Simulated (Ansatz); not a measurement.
# A decomposition energy, worked out: Sn2Se

Computed with DFT PBE, scalar-relativistic, plane waves, PAW in Ansatz 0.2.0. All cells share a 420 eV cutoff and Γ-centred k meshes spaced at most about 0.3 Å⁻¹ (about 0.25 or finer for metals, 2π included). No spin polarisation.

Energies over the elements count from the elements' standard structures at the same level, with no fitted energy shifts. The references include grey tin.

Temperature and zero-point effects are left out. No dispersion correction is applied, so the spacing and binding between layers, chains or molecules are poorly described (SnSe Pnma). The reference form of Se is held partly by dispersion forces, which this level lacks.

A trial structure of Sn2Se (reached from: random cell; relaxed: space group P6/mmm (No. 191), a = 5.606 Å, c = 2.958 Å) has a formation energy of 0.030 eV/atom. At its composition the lowest mixture among the elements and 2 reference phases computed alike (others may be missing) consists of these:

```json
{"phase": "Sn (solid)", "source": "element", "ΔE_f (eV/atom)": "0.000"}
{"phase": "SnSe (Pnma)", "source": "Materials Project", "ΔE_f (eV/atom)": "-0.438"}
```

**Question.** Write the balanced decomposition and find its energy per atom, per formula unit and per mole of formula units.

**Answer.** Balancing Sn and Se gives Sn2Se → Sn + SnSe. The left side holds 3 atoms, and the products take 1/3 (Sn) and 2/3 (SnSe) of them. The mixture therefore lies at 1/3 × (0.000) + 2/3 × (-0.438) = -0.292 eV/atom. The reaction energy is -0.292 − (0.030) = -0.322 eV/atom. Times 3 atoms that is -0.966 eV per Sn2Se, and times 96.485 it is -93 kJ per mole of Sn2Se. Decomposition is downhill, so the trial structure is unstable against this mixture.
